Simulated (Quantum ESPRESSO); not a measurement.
Ir:

```
CELL_PARAMETERS angstrom
0.00000 1.91560 1.91560
1.91560 0.00000 1.91560
1.91560 1.91560 0.00000
ATOMIC_POSITIONS crystal
Ir 0.00000 0.00000 0.00000
```

Below is the output of Quantum ESPRESSO 7.5 for this cell. Logs are shortened: lines on timing, memory, paths and dates and some standing lists are left out, and cuts for length are marked.

```text
This program is part of the open-source Quantum ESPRESSO suite
     for quantum simulation of materials; please cite
[... 6 lines left out ...]
     using ibrav=0 with symmetry is DISCOURAGED, use correct ibrav instead

     K-points division:     npool     =       2
     Subspace diagonalization in iterative solution of the eigenvalue problem:
     a serial algorithm will be used

     G-vector sticks info
     --------------------
     sticks:   dense  smooth     PW     G-vecs:    dense   smooth      PW
     Sum         499     499    151                 7239     7239    1243

     Using Slab Decomposition

     bravais-lattice index     =            0
     lattice parameter (alat)  =       5.1194  a.u.
     unit-cell volume          =      94.8727 (a.u.)^3
     number of atoms/cell      =            1
     number of atomic types    =            1
     number of electrons       =        17.00
     number of Kohn-Sham states=           15
     kinetic-energy cutoff     =      68.0000  Ry
     charge density cutoff     =     272.0000  Ry
     scf convergence threshold =      2.0E-10
     mixing beta               =       0.5000
     number of iterations used =            8  plain     mixing
     Exchange-correlation= PBE
                           (   1   4   3   4   0   0   0)

     celldm(1)=   5.119396  celldm(2)=   0.000000  celldm(3)=   0.000000
     celldm(4)=   0.000000  celldm(5)=   0.000000  celldm(6)=   0.000000

     crystal axes: (cart. coord. in units of alat)
               a(1) = (   0.000000   0.707107   0.707107 )
               a(2) = (   0.707107   0.000000   0.707107 )
               a(3) = (   0.707107   0.707107   0.000000 )

     reciprocal axes: (cart. coord. in units 2 pi/alat)
               b(1) = ( -0.707107  0.707107  0.707107 )
               b(2) = (  0.707107 -0.707107  0.707107 )
               b(3) = (  0.707107  0.707107 -0.707107 )

     PseudoPot. # 1 for Ir read from file:
     Ir_ONCV_PBE-1.2.upf
     Pseudo is Norm-conserving, Zval = 17.0
     Generated using ONCVPSP code by D. R. Hamann
[... 30 lines left out ...]

     Dense  grid:     7239 G-vectors     FFT dimensions: (  27,  27,  27)

     Initial potential from superposition of free atoms

     starting charge      16.9673, renormalised to      17.0000
     Starting wfcs are random

     Self-consistent Calculation

     iteration #  1     ecut=    68.00 Ry     beta= 0.50
     Davidson diagonalization with overlap
     ethr =  1.00E-02,  avg # of iterations =  7.2

     Threshold (ethr) on eigenvalues was too large:
     Diagonalizing with lowered threshold

     Davidson diagonalization with overlap
     ethr =  1.44E-04,  avg # of iterations =  3.0

     total energy              =    -212.51799149 Ry
     estimated scf accuracy    <       0.02332901 Ry
[... 43 lines left out ...]
     iteration #  8     ecut=    68.00 Ry     beta= 0.50
     Davidson diagonalization with overlap
     ethr =  1.04E-11,  avg # of iterations =  2.0

     End of self-consistent calculation

          k = 0.0000 0.0000 0.0000 (   893 PWs)   bands (ev):

   -67.1466 -23.5293 -23.5293 -23.5293  14.7579  22.0194  22.0194  22.0194
    24.7217  24.7217  39.5669  45.0926  45.0926  45.0926  50.6249

          k = 0.1768 0.1768-0.1768 (   902 PWs)   bands (ev):

   -67.1131 -23.9378 -23.5860 -23.5860  16.9804  21.5028  22.4598  22.4598
    24.9018  24.9018  39.4208  42.2635  49.1687  49.1687  49.7500

          k =-0.3536-0.3536 0.3536 (   886 PWs)   bands (ev):

   -67.0794 -24.3300 -23.6421 -23.6421  17.7804  21.9053  21.9053  25.1525
    26.8478  26.8478  33.2711  39.2167  45.1053  45.1053  55.7745

          k = 0.3536 0.0000 0.0000 (   902 PWs)   bands (ev):

   -67.1020 -23.9210 -23.6790 -23.6790  17.7478  20.0249  22.8535  24.0359
    24.0359  25.6849  43.5255  43.8864  43.8864  44.9631  49.0211

          k =-0.1768-0.5303 0.5303 (   898 PWs)   bands (ev):

   -67.0683 -24.1956 -23.8530 -23.7349  18.9813  20.3155  22.2207  23.9356
    27.0166  29.8548  34.1103  41.0161  42.1803  45.3836  53.4222

          k = 0.0000-0.3536 0.3536 (   889 PWs)   bands (ev):

   -67.0795 -24.1064 -23.8709 -23.6427  19.5511  20.9282  21.3225  23.4646
    24.5488  28.8352  37.5106  40.4032  43.3572  48.1548  48.5810

          k =-0.7071 0.0000 0.0000 (   934 PWs)   bands (ev):

   -67.0573 -24.2849 -23.8263 -23.8263  17.9489  18.5385  26.8072  27.4406
    27.4406  27.6212  36.5322  37.4506  37.4506  47.2338  51.1553

          k =-0.7071 0.3536 0.0000 (   892 PWs)   bands (ev):

   -67.0572 -24.0588 -24.0588 -23.8343  19.6113  21.0243  21.0243  24.0973
    27.4463  34.1280  35.0099  35.0099  39.2780  50.7638  50.7638

     the Fermi energy is    25.6503 ev

!    total energy              =    -212.52265315 Ry
     estimated scf accuracy    <          3.4E-11 Ry
     smearing contrib. (-TS)   =      -0.00043885 Ry
     internal energy E=F+TS    =    -212.52221430 Ry

     The total energy is F=E-TS. E is the sum of the following terms:
     one-electron contribution =     -38.30747931 Ry
     hartree contribution      =      29.91751243 Ry
     xc contribution           =     -21.11567098 Ry
     ewald contribution        =    -183.01657644 Ry

     convergence has been achieved in   8 iterations

     Forces acting on atoms (cartesian axes, Ry/au):

     atom    1 type  1   force =     0.00000000    0.00000000    0.00000000

     Total force =     0.000000     Total SCF correction =     0.000000

     Computing stress (Cartesian axis) and pressure

          total   stress  (Ry/bohr**3)                   (kbar)     P=        8.10
   0.00005503   0.00000000   0.00000000            8.10        0.00        0.00
   0.00000000   0.00005503   0.00000000            0.00        8.10        0.00
   0.00000000   0.00000000   0.00005503            0.00        0.00        8.10

=------------------------------------------------------------------------------=
   JOB DONE.
=------------------------------------------------------------------------------=
```

Problem. What input gives this log?

Solution. Single point with PBE, no spin polarisation. The files as run (others can give the same):

pw.in
```
&CONTROL
  calculation = 'scf'
  prefix = 'pwscf'
  outdir = './tmp'
  pseudo_dir = './pseudo'
  tprnfor = .true.
  tstress = .true.
  disk_io = 'nowf'
/
&SYSTEM
  ibrav = 0
  nat = 1
  ntyp = 1
  ecutwfc = 68
  nbnd = 15
  occupations = 'smearing'
  smearing = 'fd'
  degauss = 0.00367493
/
&ELECTRONS
  conv_thr = 2d-10
  electron_maxstep = 120
  mixing_beta = 0.5
/
ATOMIC_SPECIES
Ir   192.2170 Ir_ONCV_PBE-1.2.upf
CELL_PARAMETERS angstrom
   0.0000000000    1.9156000000    1.9156000000
   1.9156000000    0.0000000000    1.9156000000
   1.9156000000    1.9156000000    0.0000000000
ATOMIC_POSITIONS crystal
Ir     0.0000000000    0.0000000000    0.0000000000
K_POINTS automatic
4 4 4 0 0 0
```

Potentials or basis: SG15 PBE 1.2.
Command:
```sh
$ OMP_NUM_THREADS=1 mpirun -n 2 pw.x -nk 2 -in pw.in > pw.out
```

Caveat: the k mesh is coarse (spacing up to 0.71 Å⁻¹), so the values aren't converged.
